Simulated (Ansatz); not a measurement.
## MgO2 in Ansatz: the effect of functional

MgO2:

```
Mg O
1.0
     1.58307    0.91399    3.44676
    -1.58307    0.91399    3.44676
     0.00000   -1.82797    3.44676
Mg O
1 2
Direct
  0.00000 0.00000 0.00000
  0.57121 0.57121 0.57121
  0.42879 0.42879 0.42879
```

The cell comes from a database or a generator and needn't be the stable form of this composition.

The cell isn't the ideal one: volume scaled by 0.96.

Alike in all runs:

| Item | Value |
| --- | --- |
| Program | Ansatz 0.2.0 |
| Task | single point |
| Potentials or basis | Ansatz PAW |
| k mesh | 10 × 10 × 10 |
| Occupations | fermi-dirac, width 0.05 eV |
| Spin | no spin polarisation |

```csv
functional,cutoff,gap on the mesh (eV),pressure (GPa),largest force (eV/Å)
LDA,420 eV (not typed: the program's choice for these potentials),2.44,-5.2,0.27
PBEsol,420 eV (not typed: the program's choice for these potentials),?,?,?
r2SCAN,500 eV (not typed: the program's choice for these potentials),3.21,0.0,0.02
```

**Question.** What does the run with functional PBEsol give?

**Answer.** gap on the mesh 2.48 eV; pressure 0.5 GPa; largest force 0.11 eV/Å.

Caveats: the PAW data sets come from PBE, with cores solved anew for the run's functional, which leaves a small shift of forces and pressure.

A k mesh can miss the band edges.
